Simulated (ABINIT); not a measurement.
The system is LiF (Griceite).

```
F Li
1.0
     0.00000    2.01400    2.01400
     2.01400    0.00000    2.01400
     2.01400    2.01400    0.00000
F Li
1 1
Direct
  0.50000 0.50000 0.50000
  0.00000 0.00000 0.00000
```

Base run:

| Quantity | Value |
| --- | --- |
| Program | ABINIT 10.8.3 (patched build) |
| Functional | B3LYP |
| Potentials or basis | SPMS NC PBE v1.0 |
| Cutoff | 789 eV |
| k mesh | 8 × 8 × 8 |
| Occupations | fermi-dirac, width 0.05 eV |
| Spin | no spin polarisation |

Its results: band gap on the k mesh 11.78 eV, direct.

The run is repeated on the same cell with these changes: functional from B3LYP to PBE0; potentials or basis from SPMS NC PBE v1.0 to PseudoDojo NC SR PBE v0.4.1 standard; cutoff from 789 eV to 980 eV. What comes out?

Band gap on the k mesh 12.14 eV, direct.

A k mesh can miss the band edges.
